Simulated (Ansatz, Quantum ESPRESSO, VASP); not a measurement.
One calculation of Pb, 10 ways

```
Pb
1.0
     0.00000    2.47502    2.47502
     2.47502    0.00000    2.47502
     2.47502    2.47502    0.00000
Pb
1
Direct
  0.00000 0.00000 0.00000
```

Alike in all runs: task band structure; functional PBE; k mesh 9 × 9 × 9; occupations fermi-dirac, width 0.05 eV; no spin polarisation; no spin-orbit coupling. Pressure is positive in compression and, in plane waves, holds the error of the finite cutoff, which Ansatz's Pulay term estimates and takes out.

```
                            program and potentials  plane-wave cutoff (eV)                                                                      notes  pressure (GPa)
                    Ansatz, Ansatz PAW polarizable                     420  14 valence electrons an atom on average; Pulay term of +0.02 GPa included            2.26
                    Quantum ESPRESSO, SPMS 1.0 PBE                     680                                    14 valence electrons an atom on average            2.25
Quantum ESPRESSO, PseudoDojo 0.4.1 SR PBE standard                     762                                    14 valence electrons an atom on average            2.25
        VASP, PBE PAW files Pb, release 54, 500 eV                     500                                     4 valence electrons an atom on average            2.01
 Quantum ESPRESSO, PseudoDojo 0.4 SR PBE stringent                    1225                                    22 valence electrons an atom on average            2.27
    Ansatz, all-electron LAPW, scalar-relativistic                       -                                                                          -            2.27
                    VASP, PBE PAW files Pb, 500 eV                     500                                     4 valence electrons an atom on average            2.01
                        Ansatz, SSSP precision PAW                     612  14 valence electrons an atom on average; Pulay term of +0.03 GPa included            2.31
                                 Ansatz, Ansatz NC                     850                                    14 valence electrons an atom on average            2.32
                                   Ansatz, JTH PAW                    1800  14 valence electrons an atom on average; Pulay term of +0.02 GPa included            2.34
```

The pressure spans 2.01 (VASP, PBE PAW files Pb, 500 eV) to 2.34 GPa (Ansatz, JTH PAW), with all-electron results at 2.27.

Differences between rows come from potentials, basis sets and numerical settings, since the functional is the same but for its coding. Runs on potential files found faulty are left out.
